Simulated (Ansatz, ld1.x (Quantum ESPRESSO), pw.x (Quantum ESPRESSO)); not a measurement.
## lanthanum (La) (sc): variants of one TM potential in the solid

* Element: La (Z = 57)
* Generator: ld1.x (Quantum ESPRESSO) 7.5
* Type: norm-conserving Troullier–Martins (Kleinman–Bylander form)
* Functional: PBE
* Relativity: scalar-relativistic
* Frozen core: [Xe]
* Valence charge: 3
* Reference configuration: 4f0 5d1 6s2 6p0
* Partial waves: 6s (bound): rc 3.00 bohr; 5d (bound): rc 2.65 bohr; 4f (bound, empty): rc 1.25 bohr; 6p (bound, empty): rc 4.00 bohr
* Local potential: the p channel
* Core correction: a·sin(br)/r model core, default radius (core density twice the valence density)

Crystal test: sc La in pw.x 7.5, no spin, 10³ k-points, Fermi–Dirac smearing 0.01 Ry, cutoffs set for each file from its atomic test. The reference is all-electron LAPW (Ansatz 0.2.0) with the same functional, mesh and smearing; V0 and B0 come from Birch–Murnaghan fits to the pressures at five volumes. Errors are pseudo minus all-electron; Δ is the rms difference of the E(V) curves that follow from these fits, minima aligned, over ±6 % about the mean V0. Mesh and smearing are coarse, so the numbers serve the comparison and aren't converged zero-temperature values; the lattice is a test structure that the element need not adopt.

All-electron: a0 = 3.331 Å (V0 = 36.94 Å³/atom), B0 = 22.3 GPa.

Base: The largest radius (4.00 bohr) exceeds half the bond length (3.15 bohr), so the spheres overlap, which is one possible source of error among others. This is a poor potential for the solid. The logarithmic derivative shows an extra or strongly shifted pseudo pole above the reference energy (s near 0.90 Ry).

1 further variants are left out: they gave no file fit for a test, a broken result, the same result as the base, or pressures whose basis-set error rivals the error shown.

A dash in a converged row means that the minimum lies outside the volumes sampled.

```csv
change,cutoffs (Ry),pw.x,mean pressure error (GPa)
base,50/200,converged,+9.82
wave 5d (bound): rc 2.65 bohr becomes 5d (bound): rc 2.16 bohr,50/200,converged,+9.81
wave 4f (bound): rc 1.25 bohr becomes 4f (bound): rc 1.52 bohr,50/200,converged,+9.70
local potential the s channel,50/200,converged,+3.30
```

**Question.** Give the row for: core correction a·sin(br)/r model core inside 1.50 bohr.

**Answer.** pw.x: converged; mean pressure error (GPa): +9.95.
